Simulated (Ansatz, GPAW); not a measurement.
# Geometry or basis: what sets the conductance of CN in line between two Au chains, part 3 of 3

Wanted: T(E) of CN in line between two Au chains at a relaxed geometry in two programs, beside the unrelaxed structure.

GPAW 26.7.0 and Ansatz 0.2.0; Ansatz plane waves; relaxation of the junction with the lead ends held (the session's first sound run).

So far, transmission at the Fermi level (one spin): step 3 (plane-wave reference (PBE)) 0.0527; step 4 (GPAW, dzp, PBE, GPAW) 0.0544; step 5 (single-zeta polarised basis, PBE, GPAW) 0.0522. Also open channels of the lead at the Fermi level (one spin): step 3 1.

## (6) Minimal basis

Level of this step: GPAW LCAO, PAW setups; Landauer transmission from Green's functions with principal layers (ASE), zero bias (GPAW).

One function for each valence shell of the setup, as for a first survey of a large system.

Input file run.py:

```python
import json
import numpy as np
from ase import Atoms
from ase.transport.calculators import TransportCalculator
from gpaw import GPAW, FermiDirac
from gpaw.lcao.tools import get_lcao_hamiltonian
from scipy.linalg import eigh

# The junction with lead layers at both ends, along the third cell vector
device = Atoms(
    ['Au', 'Au', 'Au', 'Au', 'Au', 'Au', 'C', 'N', 'Au', 'Au', 'Au', 'Au', 'Au', 'Au'],
    positions=[
        [4.50000, 4.50000, 1.30000],
        [4.50000, 4.50000, 3.90000],
        [4.50000, 4.50000, 6.50000],
        [4.50000, 4.50000, 9.10000],
        [5.28403, 4.36481, 11.68199],
        [4.56069, 4.44857, 14.25601],
        [4.53044, 4.43419, 16.23072],
        [4.52709, 4.42922, 17.40437],
        [4.49326, 4.37677, 19.44241],
        [4.26458, 3.69523, 21.96591],
        [4.50000, 4.50000, 24.53410],
        [4.50000, 4.50000, 27.13410],
        [4.50000, 4.50000, 29.73410],
        [4.50000, 4.50000, 32.33410]],
    cell=[[9.0, 0.0, 0.0], [0.0, 9.0, 0.0], [0.0, 0.0, 33.6341]],
    pbc=True)

# One principal layer of the lead: the first 3 atoms of the device
lead = Atoms(
    ['Au', 'Au', 'Au'],
    positions=[
        [4.50000, 4.50000, 1.30000],
        [4.50000, 4.50000, 3.90000],
        [4.50000, 4.50000, 6.50000]],
    cell=[[9.0, 0.0, 0.0], [0.0, 9.0, 0.0], [0.0, 0.0, 7.8]],
    pbc=True)

settings = dict(mode='lcao', basis='sz(dzp)', xc='PBE', h=0.18,
                occupations=FermiDirac(0.1), maxiter=250,
                mixer=dict(beta=0.1, nmaxold=8, weight=100.0),
                convergence=dict(density=0.0001))
energies = np.arange(-2, 2 + 1e-9, 0.025)
eta = 0.0001
n1, n2 = 1, 1
# k and -k transmit alike, so half of the mesh across the current serves
mesh = [(i, j) for i in range(n1) for j in range(n2) if (i, j) <= (-i % n1, -j % n2)]
weights = np.array([1 if (i, j) == (-i % n1, -j % n2) else 2 for i, j in mesh]) / (n1 * n2)

# [... helper functions left out ...]
fermi_lead = ground_state(lead, (1, 1, 15), 'lead.txt')
fermi_device = ground_state(device, (1, 1, 3), 'device.txt')
# [... loop over the mesh left out, but for ...]
        # Shift the lead onto the potential of the device's first layer
        shift = ((H[:, 0, 0] - H0[:, 0, 0]) / S0[0, 0]).real.mean()
# [...]
kT = 8.617333e-5 * 300
bias = [0.1, 0.2, 0.5, 1.0, 1.5, 2.0]
# [... integrals and printing left out ...]
```

Started as:

```console
OMP_NUM_THREADS=1 OPENBLAS_NUM_THREADS=1 python run.py
```

Numbers of over 12 decimals in the logs are rounded to 6 here.

What it wrote:

```text
basis functions: device 80, principal layer 18
Fermi level: lead -4.4266 eV, device -4.4369 eV; lead shifted by -0.0199 eV
largest coupling past the next layer 2.47e-07 eV, largest misfit of the first layer 0.143 eV
  E-E_F (eV)   T (one spin)  [channel counts left out]
    -2.000    6.4798e-01
    -1.975    3.1779e-01
    -1.950    3.8268e-01
[...]
1.975    6.4325e-02
     2.000    6.5753e-02
conductance at 300 K: 0.05367 G0 a cell; thermopower 15.07 uV/K
current from the zero-bias T(E) at 0.1 V: 0.41945 uA
current from the zero-bias T(E) at 0.2 V: 0.86354 uA
current from the zero-bias T(E) at 0.5 V: 2.3638 uA
current from the zero-bias T(E) at 1.0 V: 4.7433 uA
current from the zero-bias T(E) at 1.5 V: 8.3508 uA
current from the zero-bias T(E) at 2.0 V: 15.225 uA
```

The job ended after 54 s (1 thread of Intel Xeon 6975P-C (Granite Rapids), shared host; peak memory 1.5 GiB).

This step gave:

```
conductance                                 : 0.05367 G₀
largest misfit of the first principal layer : 0.1427 eV
shift that aligns the lead                  : -0.01992 eV
basis functions of the junction             : 80
basis functions of a principal layer        : 18
transmission at the Fermi level (one spin)  : 0.05268
```

The conductance, 0.0537 G₀, lies 2.8 % below that of the dzp run.

## (7) revPBE in the dzp basis: xc = "revPBE"

Back in the dzp basis, the functional changes from PBE to revPBE, to set the spread between functionals beside that between bases.

Edit run.py of step 6 so:

```diff
@@ -39,3 +39,3 @@
 
-settings = dict(mode='lcao', basis='sz(dzp)', xc='PBE', h=0.18,
+settings = dict(mode='lcao', basis='dzp', xc='revPBE', h=0.18,
                 occupations=FermiDirac(0.1), maxiter=250,
```

What it wrote:

```text
basis functions: device 206, principal layer 45
Fermi level: lead -4.5345 eV, device -4.5273 eV; lead shifted by 0.0043 eV
largest coupling past the next layer 2.61e-07 eV, largest misfit of the first layer 0.120 eV
  E-E_F (eV)   T (one spin)  [channel counts left out]
    -2.000    1.7275e+00
    -1.975    1.7591e+00
    -1.950    1.7827e+00
[...]
1.975    5.0864e-02
     2.000    5.1996e-02
conductance at 300 K: 0.057093 G0 a cell; thermopower 15.77 uV/K
current from the zero-bias T(E) at 0.1 V: 0.44486 uA
current from the zero-bias T(E) at 0.2 V: 0.90682 uA
current from the zero-bias T(E) at 0.5 V: 2.4533 uA
current from the zero-bias T(E) at 1.0 V: 4.9022 uA
current from the zero-bias T(E) at 1.5 V: 12.52 uA
current from the zero-bias T(E) at 2.0 V: 31.447 uA
```

It took 64 s on 1 thread; peak memory 1.6 GiB.

This step gave:

- conductance: 0.05709 G₀
- largest coupling past the next principal layer: 2.61e-7 eV
- largest misfit of the first principal layer: 0.1204 eV
- shift that aligns the lead: 0.004306 eV
- basis functions of the junction: 206
- basis functions of a principal layer: 45
- transmission at the Fermi level (one spin): 0.05636

One spin. Transmission, zone mean against energy, zero at the Fermi level:

```csv
energy (eV),"transmission, zone mean"
-2.000,1.73
-1.800,1.85
-1.750,1.92
-1.600,0.745
-1.425,1.42
-1.400,1.39
-1.200,1.00
-1.150,1.37
-1.000,1.26
-0.800,0.927
-0.600,0.238
-0.400,0.0834
-0.200,0.101
0.000,0.0564
0.200,0.0415
0.400,0.0343
0.600,0.0307
0.800,0.0292
1.000,0.0294
1.200,0.0308
1.400,0.0336
1.600,0.0379
1.800,0.0439
2.000,0.0520
```

The conductance, 0.0571 G₀, lies 3.4 % above that of the dzp run.

## (8) Without the relaxation: geometry = "as built"

The dzp basis with PBE on the structure as first built shows what the relaxation was worth.

Edit run.py of step 7 so:

```diff
@@ -16,8 +16,8 @@
         [4.50000, 4.50000, 9.10000],
-        [5.28403, 4.36481, 11.68199],
-        [4.56069, 4.44857, 14.25601],
-        [4.53044, 4.43419, 16.23072],
-        [4.52709, 4.42922, 17.40437],
-        [4.49326, 4.37677, 19.44241],
-        [4.26458, 3.69523, 21.96591],
+        [4.50000, 4.50000, 11.70000],
+        [4.50000, 4.50000, 14.30000],
+        [4.50000, 4.50000, 16.23910],
+        [4.50000, 4.50000, 17.41910],
+        [4.50000, 4.50000, 19.33410],
+        [4.50000, 4.50000, 21.93410],
         [4.50000, 4.50000, 24.53410],
@@ -39,3 +39,3 @@
 
-settings = dict(mode='lcao', basis='dzp', xc='revPBE', h=0.18,
+settings = dict(mode='lcao', basis='dzp', xc='PBE', h=0.18,
                 occupations=FermiDirac(0.1), maxiter=250,
```

What it wrote:

```text
basis functions: device 206, principal layer 45
Fermi level: lead -4.6464 eV, device -4.6713 eV; lead shifted by -0.0037 eV
largest coupling past the next layer 2.46e-07 eV, largest misfit of the first layer 0.095 eV
  E-E_F (eV)   T (one spin)  [channel counts left out]
    -2.000    1.4594e+00
    -1.975    1.4825e+00
    -1.950    1.5105e+00
[...]
1.975    4.7781e-02
     2.000    4.7815e-02
conductance at 300 K: 0.14194 G0 a cell; thermopower 27.07 uV/K
current from the zero-bias T(E) at 0.1 V: 1.1164 uA
current from the zero-bias T(E) at 0.2 V: 2.3717 uA
current from the zero-bias T(E) at 0.5 V: 8.7185 uA
current from the zero-bias T(E) at 1.0 V: 22.656 uA
current from the zero-bias T(E) at 1.5 V: 41.608 uA
current from the zero-bias T(E) at 2.0 V: 67.265 uA
```

Run time: 64 s. Hardware: 1 thread; peak memory 1.6 GiB.

This step gave:

```
conductance                                    : 0.1419 G₀
largest coupling past the next principal layer : 2.46e-7 eV
largest misfit of the first principal layer    : 0.09451 eV
shift that aligns the lead                     : -0.003743 eV
transmission at the Fermi level (one spin)     : 0.1380
```

One spin. Table of transmission, zone mean by energy, zero at the Fermi level:

```csv
energy (eV),"transmission, zone mean"
-2.000,1.46
-1.800,1.75
-1.600,1.91
-1.400,1.83
-1.275,2.13
-1.200,1.52
-1.125,1.54
-1.000,1.41
-0.800,1.19
-0.600,0.876
-0.400,0.646
-0.200,0.558
0.000,0.138
0.200,0.0887
0.400,0.0683
0.600,0.0585
0.800,0.0527
1.000,0.0505
1.200,0.0488
1.400,0.0480
1.600,0.0476
1.800,0.0476
2.000,0.0478
```

The conductance, 0.142 G₀, lies 157 % above that of the dzp run.

## (9) Cost and result by level

Times are wall times on the hardware named with each run. The runs compared:

```csv
no.,run,conductance (G₀),time,memory (GiB)
1,pw PBE,0.05322,58 s,3.5
2,dzp,0.05522,66 s,1.6
3,szp,0.05338,61 s,1.6
4,sz,0.05367,54 s,1.5
5,dzp revPBE,0.05709,64 s,1.6
6,asbuilt,0.1419,64 s,1.6
```

## (10) Comparison

The curves are compared point by point over the common energies.

This step: comparison of transmission and cost over codes, levels and geometry (GPAW 26.7.0).

Ladder, by row:

```csv
step,code,T at the Fermi level (sum over the listed spins),conductance (G0),r.m.s. T(E) from the first,wall time (s),peak memory (GiB),threads
pw-pbe,Ansatz,0.05272,0.05322,0,57.73,3.511,4
dzp,GPAW,0.0544,0.05522,0.2323,66.31,1.59,1
szp,GPAW,0.05218,0.05338,0.5259,61.14,1.57,1
sz,GPAW,0.05268,0.05367,0.5807,53.66,1.51,1
dzp-revPBE,GPAW,0.05636,0.05709,0.2112,63.58,1.59,1
asbuilt,GPAW,0.138,0.1419,0.397,63.64,1.59,1
```

The transmission, zone mean, sum over the listed spins by energy, zero at the Fermi level:

```csv
energy (eV),pw-pbe,dzp,szp,sz,dzp-revPBE,asbuilt
-2.000,1.75,1.69,1.52,0.648,1.73,1.46
-1.800,1.88,1.80,0.647,0.498,1.85,1.75
-1.725,1.96,1.87,0.604,0.491,1.88,1.87
-1.700,1.88,1.89,0.592,0.494,1.16,1.89
-1.600,0.674,0.531,0.608,0.741,0.745,1.91
-1.575,0.806,0.679,0.656,0.853,0.811,1.89
-1.525,0.984,0.826,1.07,0.270,0.902,1.86
-1.425,1.51,1.14,0.311,0.191,1.42,1.82
-1.400,1.09,1.35,0.279,0.180,1.39,1.83
-1.375,0.571,1.43,0.253,0.181,0.312,1.85
-1.250,1.56,0.869,0.302,0.262,0.968,2.11
-1.200,0.827,0.948,0.340,0.213,1.00,1.52
-1.075,1.48,0.798,0.436,0.400,0.686,1.48
-1.000,1.30,1.12,0.356,0.394,1.26,1.41
-0.900,1.22,1.17,0.838,0.484,1.11,1.30
-0.875,1.17,1.10,0.740,0.820,0.999,1.28
-0.800,1.21,0.0608,0.216,0.171,0.927,1.19
-0.600,0.520,0.272,0.136,0.133,0.238,0.876
-0.400,0.119,0.0900,0.0838,0.0826,0.0834,0.646
-0.200,0.102,0.102,0.0992,0.0932,0.101,0.558
0.000,0.0527,0.0544,0.0522,0.0527,0.0564,0.138
0.200,0.0367,0.0399,0.0404,0.0421,0.0415,0.0887
0.400,0.0292,0.0331,0.0351,0.0374,0.0343,0.0683
0.600,0.0261,0.0297,0.0329,0.0355,0.0307,0.0585
0.800,0.0252,0.0283,0.0322,0.0352,0.0292,0.0527
1.000,0.0260,0.0287,0.0339,0.0362,0.0294,0.0505
1.200,0.0282,0.0302,0.0365,0.0387,0.0308,0.0488
1.400,0.0318,0.0330,0.0407,0.0426,0.0336,0.0480
1.600,0.0370,0.0373,0.0466,0.0481,0.0379,0.0476
1.800,0.0440,0.0432,0.0547,0.0556,0.0439,0.0476
2.000,0.0531,0.0511,0.0654,0.0658,0.0520,0.0478
```

## (11) Broadening 0.01, SCF mesh 1×1×1

The broadening keeps the Green's functions finite; too large a value absorbs electrons where channels are open and leaks them where none are. The SCF mesh sets the Fermi level of the repeated cell.

This step: GPAW LCAO, PAW setups; Landauer transmission from Green's functions with principal layers (ASE), zero bias (GPAW 26.7.0).

Edit run.py of step 8 so:

```diff
@@ -16,8 +16,8 @@
         [4.50000, 4.50000, 9.10000],
-        [4.50000, 4.50000, 11.70000],
-        [4.50000, 4.50000, 14.30000],
-        [4.50000, 4.50000, 16.23910],
-        [4.50000, 4.50000, 17.41910],
-        [4.50000, 4.50000, 19.33410],
-        [4.50000, 4.50000, 21.93410],
+        [5.28403, 4.36481, 11.68199],
+        [4.56069, 4.44857, 14.25601],
+        [4.53044, 4.43419, 16.23072],
+        [4.52709, 4.42922, 17.40437],
+        [4.49326, 4.37677, 19.44241],
+        [4.26458, 3.69523, 21.96591],
         [4.50000, 4.50000, 24.53410],
@@ -44,3 +44,3 @@
 energies = np.arange(-2, 2 + 1e-9, 0.025)
-eta = 0.0001
+eta = 0.01
 n1, n2 = 1, 1
@@ -52,3 +52,3 @@
 fermi_lead = ground_state(lead, (1, 1, 15), 'lead.txt')
-fermi_device = ground_state(device, (1, 1, 3), 'device.txt')
+fermi_device = ground_state(device, (1, 1, 1), 'device.txt')
 # [... loop over the mesh left out, but for ...]
```

What it wrote:

```text
basis functions: device 206, principal layer 45
Fermi level: lead -4.6464 eV, device -4.6318 eV; lead shifted by 0.0001 eV
largest coupling past the next layer 2.46e-07 eV, largest misfit of the first layer 0.123 eV
  E-E_F (eV)   T (one spin)  [channel counts left out]
    -2.000    1.3737e+00
    -1.975    1.4004e+00
    -1.950    1.4202e+00
    -1.925    1.4338e+00
    -1.900    1.4421e+00
    -1.875    1.4460e+00
    -1.850    1.4465e+00
    -1.825    1.4446e+00
    -1.800    1.4414e+00
    -1.775    1.4362e+00
    -1.750    1.4224e+00
    -1.725    1.3667e+00
    -1.700    1.1354e+00
    -1.675    5.1248e-01
    -1.650    1.8418e-01
    -1.625    3.4920e-01
[...]
1.825    4.1857e-02
     1.850    4.2727e-02
     1.875    4.3628e-02
     1.900    4.4559e-02
     1.925    4.5523e-02
     1.950    4.6518e-02
     1.975    4.7547e-02
     2.000    4.8609e-02
conductance at 300 K: 0.04681 G0 a cell; thermopower 14.3 uV/K
current from the zero-bias T(E) at 0.1 V: 0.36457 uA
current from the zero-bias T(E) at 0.2 V: 0.74155 uA
current from the zero-bias T(E) at 0.5 V: 1.9671 uA
current from the zero-bias T(E) at 1.0 V: 3.973 uA
current from the zero-bias T(E) at 1.5 V: 9.4493 uA
current from the zero-bias T(E) at 2.0 V: 20.537 uA
```

Wall time 57 s (1 thread); peak memory 1.6 GiB.

The run finished with changed settings (eta = 0.01 and scf_mesh = [1, 1, 1]); it serves as a test.

Side by side:

```csv
quantity,this run,sound run,difference
conductance (G₀),0.046810,0.055217,-0.00841
largest coupling past the next principal layer (eV),2.459e-7,2.459e-7,3.6e-16
largest misfit of the first principal layer (eV),0.12290,0.12078,0.00212
shift that aligns the lead (eV),1.056e-4,0.0013386,-0.00123
transmission at the Fermi level (one spin),0.046246,0.054402,-0.00816
```

The two runs differ clearly in the conductance: 0.0468 G₀ against 0.0552 G₀.

## (12) Outcome

```json
{
  "conductance": "0.0552 G₀",
  "transmission at the Fermi level, mean of the spins": "0.0544"
}
```

In the dzp basis the junction conducts 0.0552 G₀ at 300 K, with T = 0.0544 a spin at the Fermi level; the sz basis reaches that conductance within 10 %. Relaxation moved atoms by up to 0.84 Å and took the conductance from 0.142 to 0.0552 G₀, as a ratio a larger change than the step from dzp to the minimal basis. Plane waves (PBE) give T = 0.0527 there. At the Fermi level one eigenchannel carries the current (0.054). Measured against the first run (pw-pbe), the nearest curve is that of dzp-revPBE (r.m.s. 0.21) and the farthest that of sz (0.58). Over the compared runs wall time goes from 54 s (sz) to 66 s (dzp), on a shared host; the plane-wave run used 4 threads and the orbital runs 1. The leads kept an estimated spacing and the cell its length, so the junction may be under some tension or compression. The run had no spin polarisation, so a magnetic state, which chains and small molecules with open shells often have, wasn't tested. Spin-orbit coupling is left out, which matters for the heavy atoms here. An evenly spaced straight chain is an idealisation: free chains tend to dimerise, zigzag or, where a band edge lies near the Fermi level, turn magnetic. The currents use the zero-bias T(E) throughout, which holds only while the bias is small against the distance to the nearest feature. The thermopower isn't quoted: it samples T(E) farther from the Fermi level than the conductance does, and the energy grid wasn't tested for it.

[Logs are printed without paths, hosts, clocks, repeated set-up lines and the standing remarks that a program may print on its own settings, such as how far it seeks lower states.]

[Hosts, paths, dates, database ids (printed as entryN), source tags and the programs' standing remarks are cut or masked in the printed files.]
